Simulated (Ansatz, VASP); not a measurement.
## Two plane-wave programs on Be27H

```
CELL_PARAMETERS angstrom
6.87000 0.00000 0.00000
3.43500 5.94960 0.00000
0.00000 0.00000 14.58843
ATOMIC_POSITIONS crystal
Be 0.00000 0.00000 0.06855
Be 0.33333 0.00000 0.06855
Be 0.66667 0.00000 0.06855
Be 0.00000 0.33333 0.06855
Be 0.33333 0.33333 0.06855
Be 0.66667 0.33333 0.06855
Be 0.00000 0.66667 0.06855
Be 0.33333 0.66667 0.06855
Be 0.66667 0.66667 0.06855
Be 0.89076 0.22160 0.19691
Be 0.22089 0.22165 0.19697
Be 0.55559 0.22224 0.19734
Be 0.88883 0.55547 0.19513
Be 0.22099 0.55740 0.19695
Be 0.55493 0.55743 0.19693
Be 0.89075 0.88762 0.19694
Be 0.22224 0.88890 0.19138
Be 0.55498 0.88758 0.19696
Be 0.99692 0.00144 0.32275
Be 0.33480 0.00149 0.32282
Be 0.66707 0.99902 0.32478
Be 0.99723 0.33891 0.32262
Be 0.33237 0.33372 0.32481
Be 0.66708 0.33381 0.32469
Be 0.99711 0.66380 0.32263
Be 0.33482 0.66358 0.32279
Be 0.67221 0.66386 0.32260
H 0.22208 0.88874 0.37899
```

Alike in both runs: functional PBE; k mesh 3 × 3 × 1; occupations fermi-dirac, width 0.1 eV; no spin polarisation.

Ansatz relaxed the structure, and its values are those at the end. VASP's run is a single point on that final structure, the one shown.

|  | VASP | Ansatz |
| --- | --- | --- |
| version | VASP 6.6.1 | Ansatz 0.2.0 |
| potentials or method | VASP PAW PBE potentials, release 64 (Be, H) | scalar-relativistic, plane waves, PAW |
| plane-wave cutoff (eV) | 520 | 420 |
| valence electrons in the cell | 55 | 55 |

Ansatz gave:

| Property | Result |
| --- | --- |
| rms of the force components (eV/Å) | 0.018 |

**Question.** Estimate VASP's values.

**Answer.** rms of the force components (eV/Å): 0.019.

The functional is the same, so the differences come from potentials, cutoffs and numerics. Ansatz warned: «xc_potential_rough_in_thin_density».
